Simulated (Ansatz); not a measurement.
# TiAl (Pm-3m) in Ansatz: further runs

One crystal, TiAl, is run at these levels: LDA; tasks: single point, equation of state.

Program: Ansatz 0.2.0. These are calculated values, not measurements. Logs are shortened: lines on timing, memory, paths and dates and some standing lists are left out, and cuts for length are marked.

**1. Starting point**

The structure is cubic, space group Pm-3m (No. 221). Conventional cell: a = 3.179 Å, b = 3.179 Å, c = 3.179 Å, α = 90.00°, β = 90.00°, γ = 90.00°. Ti (site symmetry m-3m) has 8 Al at 2.75 Å as nearest neighbours. Al (site symmetry m-3m) is surrounded by 8 Ti at 2.75 Å.

The cell comes from a database or a generator and needn't be the stable form of this composition.

**2. Single point, LDA, 15.10 Å³/atom (volume scaled by 0.94)**

The input, input.yaml:

```yaml
crystal:
  lattice:
    - [3.1141669331, 0.0, 0.0]
    - [0.0, 3.1141669331, 0.0]
    - [0.0, 0.0, 3.1141669331]
  atoms:
    - { symbol: Ti, position: [0.0, 0.0, 0.0] }
    - { symbol: Al, position: [0.5, 0.5, 0.5] }
hamiltonian:
  xc: lda
  pseudopotentials: { kind: paw }
kpoints:
  mp_grid: { grid: [8, 8, 8] }
scf:
  occupations: { method: fermi_dirac, width: 0.05 }
output:
  forces: true
  stress: true
  eigenvalues: true
  write_density: true
  write_potential: true
  elf: true
  volumetric_format: npy
```

Potentials or basis: Ansatz PAW.

Run with:

```bash
ansatz run input.yaml --threads 2 --pin off --max-ram 5632MiB --backend cpu --events-out ev --progress --plain --runs-dir out
```

Standard output:

```text
Warning: RAYON_NUM_THREADS=2 ignored (pool sized by the plan → 2); use --threads N
Engine: ansatz 0.2.0, aarch64-unknown-linux-gnu
Pseudopotentials: kind: paw
Pseudopotential: Ti, paw, valence charge 12, recommended cutoff 420 eV (normal), Ti.paw.azcp
Pseudopotential: Al, paw, valence charge 3, recommended cutoff 420 eV (normal), Al.paw.azcp
Functional definition: SPW92
  exchange = slater_x
  correlation = pw_c
Crystal: 2 atoms, lattice volume = 30.201 Å³
Basis set: ecut = 420 eV, 619 PW (Γ)
Bands: 12, of which v1, the nominal top of the filled ones, is band 8 counted from 1 (7 counted from 0)
Symmetry: 48 space group operations
Space group: Pm-3m (ITA 221), of the structure as read, at distance tolerance 3.1e-5 Å
k-points: 35 of 512
Non-local potential: Ti, projectors of the file, l = 0: 3, l = 1: 2, l = 2: 3, l = 3: 1
Non-local potential: Al, projectors of the file, l = 0: 2, l = 1: 2, l = 2: 1
PAW form: soft (Blöchl's): semilocal exchange-correlation on the pseudo side does not see the compensation charge
PAW frozen core: Ti, regenerated for the run's functional, and the local potential with it (the file was generated under x = pbe(κ = 0.804, μ = 0.2195149727645171), c = pbe(β = 0.06672455060314922))
PAW frozen core: Al, regenerated for the run's functional, and the local potential with it (the file was generated under x = pbe(κ = 0.804, μ = 0.2195149727645171), c = pbe(β = 0.06672455060314922))
PAW one-centre angular grid: Ti, 590 points (default); XC on 64 Gauss nodes
PAW one-centre angular grid: Al, 110 points (default); XC on 64 Gauss nodes
Initial density: superposition of atomic densities (neutral atoms: chi_scale 0, normalization atom), corrected by the library's trained network
Initial wavefunctions: pseudopotential atomic-orbital guess
Functional: x = slater, c = lda
SCF iter   1: F=—  HF=-2963.749524 eV  |F-HF|=—  |Δ(HF+E_count)|=         —  Δρ=8.52e-3  dr2=3.38e-2  ethr=1.77e-3  ⟨swp⟩=5.0  Hψ=2155  notcnv=0
preconditioner: auto → none  [metal: Δε(μ)=0.106 eV  Ē_g=5.513 eV  σ=0.050 eV  W_gap=0.48  n_scr=6 (ndim 8)  ℏωp=17.9 eV  f_vac=0.000  D(μ)=2.62/eV (n_scr^D=26)  sad-step TF]
SCF iter   2: F=—  HF=-2963.745672 eV  |F-HF|=—  |Δ(HF+E_count)|=   3.85e-3  Δρ=5.98e-3  dr2=1.78e-2  ethr=2.25e-4  ⟨swp⟩=1.0  Hψ=700  notcnv=0
SCF iter   3: F=—  HF=-2963.741467 eV  |F-HF|=—  |Δ(HF+E_count)|=   4.21e-3  Δρ=4.94e-4  dr2=6.89e-5  ethr=1.19e-4  ⟨swp⟩=2.1  Hψ=644  notcnv=0
SCF iter   4: F=—  HF=-2963.741475 eV  |F-HF|=—  |Δ(HF+E_count)|=   8.00e-6  Δρ=6.35e-5  dr2=1.07e-6  ethr=4.59e-7  ⟨swp⟩=2.1  Hψ=552  notcnv=0
iter 5 did not close the SCF: its close was put off for the readings that it lacked (scf_convergence_deferred on its scf_iter line)
SCF iter   5: F=-2963.741475 eV  HF=-2963.741475 eV  |F-HF|=3.36e-8  |Δ(HF+E_count)|=   1.74e-7  Δρ=1.08e-5  dr2=3.01e-8  ethr=7.16e-9  ⟨swp⟩=2.8  Hψ=692  notcnv=0
SCF iter   6: F=-2963.741475 eV  HF=-2963.741475 eV  |F-HF|=1.91e-10  |Δ(HF+E_count)|=   1.05e-8  Δρ=9.79e-7  dr2=3.04e-10  ethr=2.01e-10  ⟨swp⟩=4.3  Hψ=2034  notcnv=0
SCF 1 converged in 6 iterations: F = -2963.741475 eV  dr2 = 3.04e-10
SCF converged after 6 iterations
Free energy (F): -2963.741475 eV
Harris-Foulkes:  -2963.741475 eV  (|F-HF|=1.91e-10)
Internal energy: -2963.719723 eV  (E = F + TS)
E sigma→0 (E₀):  -2963.730599 eV
Entropy (-TS):   -0.021751 eV (-10.876 meV/atom)
Fermi energy:    12.005590 eV
--- Per-component energies (eV) ---
  E_band       = -150.808506
  E_kinetic    = 299.019431
  E_local      = -994.675673  (includes V_loc(G=0)·N_el)
  E_nonlocal   = 24.223602
  E_hartree    = 425.146857
  E_xc         = -137.407336
  E_vxc        = -152.737099  (∫ρ·V_xc dr)
  E_paw        = -1443.281363  (= ΣΔE_a)
  E_vpaw       = -176.932321  (= ΣTr[D̂ρ^β])
  E_aug_tail   = 0.000099  (compensation charges beyond the density's cutoff)
  E_ewald      = -1137.127007
  E_core_change = 0.381667  (= ΣΔE_core)
  E_smearing   = -0.021751  (= −TS)
  E_closure    = 0.000000  (closes the sum)
  Σ components = -2963.741475   (vs F -2963.741475, Δ=0.00e0)
--- Forces (eV/Å), atoms counted from 1 ---
  atom   1  Ti    -0.00000000     0.00000000     0.00000000
  atom   2  Al     0.00000000    -0.00000000     0.00000000
  max |Σ_I F_I| component: 7.72e-31 eV/Å
--- Stress (GPa, compression-positive) ---
        1.339230       0.000000       0.000000
        0.000000       1.339230      -0.000000
        0.000000      -0.000000       1.339230
  P = ⅓ Tr σ = 1.3392 GPa (13.392 kbar)
--- Band table (eV; the first three rows and the last of 35) ---
  k-point 0: bands = ["-44.1586", "-20.6674", "-20.6674", "-20.6674", "2.5325", "10.4404", "10.4404", "13.9047", "13.9047", "13.9047", "16.7269", "16.7269"]
  k-point 1: bands = ["-44.1555", "-20.7004", "-20.6645", "-20.6645", "2.7945", "10.3087", "10.5585", "13.4989", "13.4989", "13.9372", "15.8608", "17.3168"]
  k-point 2: bands = ["-44.1482", "-20.7794", "-20.6576", "-20.6576", "3.5554", "9.5739", "10.8700", "12.8161", "12.8161", "14.0172", "15.0169", "18.5762"]
  k-point 34: bands = ["-44.0985", "-20.8287", "-20.8287", "-20.8287", "8.7349", "8.7349", "8.7349", "12.9295", "15.0607", "15.0607", "15.1673", "15.1673"]
```

It took 0.74 s on 2 threads of Arm Neoverse V1, shared host; peak memory 0.28 GiB.

What came out:

- Free energy: -2963.7415 eV
- Pressure: 1.3 GPa
- Band gap on the k mesh: none (metal or under the smearing width)

Caveat: the PAW data sets come from PBE, with cores solved anew for the run's functional, which leaves a small shift of forces and pressure.

**3. Single point, LDA, 15.42 Å³/atom (volume scaled by 0.96)**

Changes to input.yaml since step 2:

```diff
@@ -2,5 +2,5 @@
   lattice:
-    - [3.1141669331, 0.0, 0.0]
-    - [0.0, 3.1141669331, 0.0]
-    - [0.0, 0.0, 3.1141669331]
+    - [3.1360984087, 0.0, 0.0]
+    - [0.0, 3.1360984087, 0.0]
+    - [0.0, 0.0, 3.1360984087]
   atoms:
```

Potentials or basis: Ansatz PAW.

Run with:

```bash
ansatz run input.yaml --threads 2 --pin off --max-ram 5632MiB --backend cpu --events-out ev --progress --plain --runs-dir out
```

Wall time 0.74 s (2 threads of Arm Neoverse V1, shared host); peak memory 0.28 GiB.

The run converged. Its results:

| Item | Value |
| --- | --- |
| Free energy | -2963.7415 eV |
| Pressure | -1.3 GPa |
| Band gap on the k mesh | none (metal or under the smearing width) |

Caveat: the PAW data sets come from PBE, with cores solved anew for the run's functional, which leaves a small shift of forces and pressure.

**4. Single point, LDA, 15.74 Å³/atom (volume scaled by 0.98)**

The input, input.yaml:

```yaml
crystal:
  lattice:
    - [3.1577273571, 0.0, 0.0]
    - [0.0, 3.1577273571, 0.0]
    - [0.0, 0.0, 3.1577273571]
  atoms:
    - { symbol: Ti, position: [0.0, 0.0, 0.0] }
    - { symbol: Al, position: [0.5, 0.5, 0.5] }
hamiltonian:
  xc: lda
  pseudopotentials: { kind: paw }
kpoints:
  mp_grid: { grid: [8, 8, 8] }
scf:
  occupations: { method: fermi_dirac, width: 0.05 }
output:
  forces: true
  stress: true
  eigenvalues: true
```

Run with:

```bash
ansatz run input.yaml --threads 2 --pin off --max-ram 5632MiB --backend cpu --events-out ev --progress --plain --runs-dir out
```

Wall time 0.61 s (2 threads of Arm Neoverse V1, shared host); peak memory 0.28 GiB.

The run converged. Its results:

| Item | Value |
| --- | --- |
| Free energy | -2963.7314 eV |
| Pressure | -3.7 GPa |
| Band gap on the k mesh | none (metal or under the smearing width) |

Caveat: the PAW data sets come from PBE, with cores solved anew for the run's functional, which leaves a small shift of forces and pressure.

**5. Single point, LDA, 16.06 Å³/atom**

Changes to input.yaml since step 4:

```diff
@@ -2,5 +2,5 @@
   lattice:
-    - [3.1577273571, 0.0, 0.0]
-    - [0.0, 3.1577273571, 0.0]
-    - [0.0, 0.0, 3.1577273571]
+    - [3.179064, 0.0, 0.0]
+    - [0.0, 3.179064, 0.0]
+    - [0.0, 0.0, 3.179064]
   atoms:
@@ -19 +19,5 @@
   eigenvalues: true
+  write_density: true
+  write_potential: true
+  elf: true
+  volumetric_format: npy
```

Run with:

```bash
ansatz run input.yaml --threads 2 --pin off --max-ram 5632MiB --backend cpu --events-out ev --progress --plain --runs-dir out
```

It took 0.79 s on 2 threads of Arm Neoverse V1, shared host; peak memory 0.28 GiB.

It converged, with:

| Quantity | Value |
| --- | --- |
| Free energy | -2963.7123 eV |
| Pressure | -5.8 GPa |
| Band gap on the k mesh | none (metal or under the smearing width) |

Caveat: the PAW data sets come from PBE, with cores solved anew for the run's functional, which leaves a small shift of forces and pressure.

**6. Single point, LDA, 16.39 Å³/atom (volume scaled by 1.02)**

Changes to input.yaml since step 5:

```diff
@@ -2,5 +2,5 @@
   lattice:
-    - [3.179064, 0.0, 0.0]
-    - [0.0, 3.179064, 0.0]
-    - [0.0, 0.0, 3.179064]
+    - [3.2001180175, 0.0, 0.0]
+    - [0.0, 3.2001180175, 0.0]
+    - [0.0, 0.0, 3.2001180175]
   atoms:
```

Potentials or basis: Ansatz PAW.

Run with:

```bash
ansatz run input.yaml --threads 2 --pin off --max-ram 5632MiB --backend cpu --events-out ev --progress --plain --runs-dir out
```

Wall time 0.9 s (2 threads of Arm Neoverse V1, shared host); peak memory 0.28 GiB.

The run converged. Its results:

- Free energy: -2963.6851 eV
- Pressure: -7.7 GPa
- Band gap on the k mesh: none (metal or under the smearing width)

Caveat: the PAW data sets come from PBE, with cores solved anew for the run's functional, which leaves a small shift of forces and pressure.

**7. Single point, LDA, 16.71 Å³/atom (volume scaled by 1.04)**

Changes to input.yaml since step 6:

```diff
@@ -2,5 +2,5 @@
   lattice:
-    - [3.2001180175, 0.0, 0.0]
-    - [0.0, 3.2001180175, 0.0]
-    - [0.0, 0.0, 3.2001180175]
+    - [3.2208985869, 0.0, 0.0]
+    - [0.0, 3.2208985869, 0.0]
+    - [0.0, 0.0, 3.2208985869]
   atoms:
```

Run with:

```bash
ansatz run input.yaml --threads 2 --pin off --max-ram 5632MiB --backend cpu --events-out ev --progress --plain --runs-dir out
```

It took 0.9 s on 2 threads of Arm Neoverse V1, shared host; peak memory 0.28 GiB.

The run converged. Its results:

```yaml
Free_energy: -2963.6505 eV
Pressure: -9.5 GPa
Band_gap_on_the_k_mesh: none (metal or under the smearing width)
```

Caveat: the PAW data sets come from PBE, with cores solved anew for the run's functional, which leaves a small shift of forces and pressure.

**8. Single point, LDA, 17.03 Å³/atom (volume scaled by 1.06)**

Changes to input.yaml since step 7:

```diff
@@ -2,5 +2,5 @@
   lattice:
-    - [3.2208985869, 0.0, 0.0]
-    - [0.0, 3.2208985869, 0.0]
-    - [0.0, 0.0, 3.2208985869]
+    - [3.2414144177, 0.0, 0.0]
+    - [0.0, 3.2414144177, 0.0]
+    - [0.0, 0.0, 3.2414144177]
   atoms:
```

Run with:

```bash
ansatz run input.yaml --threads 2 --pin off --max-ram 5632MiB --backend cpu --events-out ev --progress --plain --runs-dir out
```

Run time: 0.84 s. Hardware: 2 threads of Arm Neoverse V1, shared host; peak memory 0.28 GiB.

Results (log left out):

```
Free energy            : -2963.6093 eV
Pressure               : -11.0 GPa
Band gap on the k mesh : none (metal or under the smearing width)
```

Caveat: the PAW data sets come from PBE, with cores solved anew for the run's functional, which leaves a small shift of forces and pressure.

**9. Equation of state, LDA**

Potentials or basis: Ansatz PAW.

No new run: the results of the series are fitted here.

What came out:

| Property | Result |
| --- | --- |
| Equilibrium volume | 15.26 Å³/atom |
| Bulk modulus | 126 GPa |
| Pressure derivative of the bulk modulus | 4.0 |

Energy against volume, from the lowest point:
| volume (Å³/atom) | energy (meV/atom) |
| --- | --- |
| 15.101 | 0.00 |
| 15.422 | 0.00 |
| 15.743 | 5.02 |
| 16.065 | 14.57 |
| 16.386 | 28.19 |
| 16.707 | 45.49 |
| 17.028 | 66.07 |
